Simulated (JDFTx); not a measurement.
Te in JDFTx: convergence with k mesh

Input of the first run (k mesh 1 × 1 × 1); the others differ in this setting and in those tied to it:

Te.in

```
lattice \
    8.4168401591    -4.2084200795     0.0000000000 \
    0.0000000000     7.2891973974     0.0000000000 \
    0.0000000000     0.0000000000    11.1947375623
coords-type Cartesian
ion Te     3.0763550781     5.3284032975     0.0000000000 1
ion Te    -1.1320650014     1.9607940999     7.4631583752 1
ion Te     2.2641300028     0.0000000000     3.7315791871 1

ion-species pseudo/Te.upf
elec-cutoff 40 320
elec-ex-corr lda-PW
kpoint-folding 1 1 1
elec-smearing Fermi 0.0018374661
elec-n-bands 32
electronic-SCF nIterations 100 energyDiffThreshold 1e-09
electronic-minimize nIterations 30 energyDiffThreshold 1e-7
converge-empty-states yes
forces-output-coords Cartesian

dump-name run.$VAR
dump End Ecomponents EigStats BandEigs Kpoints Forces Stress
```

Potentials or basis: PseudoDojo-SR-LDA-0.4.1-standard.

Launch:

```sh
$ jdftx -c 1 -i Te.in -o Te.out
```

Hardware: 1 thread of AMD EPYC 9R45 96-Core Processor (Zen 5), on a shared host.

```tsv
k mesh	energy less the tightest run, at zero smearing (meV/atom)	pressure (GPa)	largest force (eV/Å)	gap on the mesh (eV)	SCF cycles	CPU time (s)	peak memory (GiB)
1 × 1 × 1	2590.82	17.56	1.266	1.687	14	6.3	0.18
2 × 2 × 2	237.58	-0.31	0.752	0.599	12	17	0.19
3 × 3 × 2	65.50	-1.39	0.191	-	13	22	0.21
4 × 4 × 2	11.99	-1.74	0.045	0.620	14	32	0.21
5 × 5 × 3	1.74	-1.82	0.113	0.859	14	44	0.22
6 × 6 × 4	2.12	-1.83	0.091	0.122	14	83	0.37
7 × 7 × 5	0.36	-1.85	0.100	0.572	14	110	0.45
8 × 8 × 6	0.00	-1.85	0.103	0.443	13	160	0.66
```

Against the tightest run, the energy stays within 1 meV/atom from 7 × 7 × 5 on; the pressure stays within 0.1 GPa from 5 × 5 × 3 on; the largest force stays within 0.005 eV/Å from 7 × 7 × 5 on. Not settled before the last step: the gap on the mesh (to 0.01 eV). Meshes of other sizes hit other points, so gaps and Fermi surfaces needn't settle smoothly. The tightest run that finished is the yardstick and may itself not be fully converged.

Caveat, for the tightest run too: spin-orbit coupling is left out, which moves the levels of the heavy elements.
